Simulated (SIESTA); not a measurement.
The system is TePb.

```xyz
2
Lattice="0.0000 3.2310 3.2310 3.2310 0.0000 3.2310 3.2310 3.2310 0.0000" Properties=species:S:1:pos:R:3 pbc="T T T"
Pb    0.0000    0.0000    0.0000
Te    3.2310    3.2310    3.2310
```

Base run:

```yaml
Program: SIESTA 5.4.2
Functional: APBE
Potentials_or_basis: PseudoDojo 0.4 standard (PBE files)
Basis: DZP (energy shift 0.002 Ry)
Grid_cutoff: 500 Ry
Energy_shift: 0.002 Ry
k_mesh: 7 × 7 × 7
Occupations: fermi-dirac, width 0.05 eV
Spin: no spin polarisation
```

Its results: pressure 3.8 GPa.

Question: The run is repeated on the same cell with these changes: functional from APBE to SVWN5; potentials or basis from PseudoDojo 0.4 standard (PBE files) to PseudoDojo 0.4 standard (LDA files). What comes out?

Answer: Pressure -0.9 GPa.

Caveats: semicore shells carry a single zeta, which can move pressures by several GPa and volumes by a few percent; the basis of atomic orbitals isn't converged, which shifts pressures, moduli and gaps; the potentials were made for another functional, which shifts forces and pressure (some runs).

Not every run made on this cell is shown here.
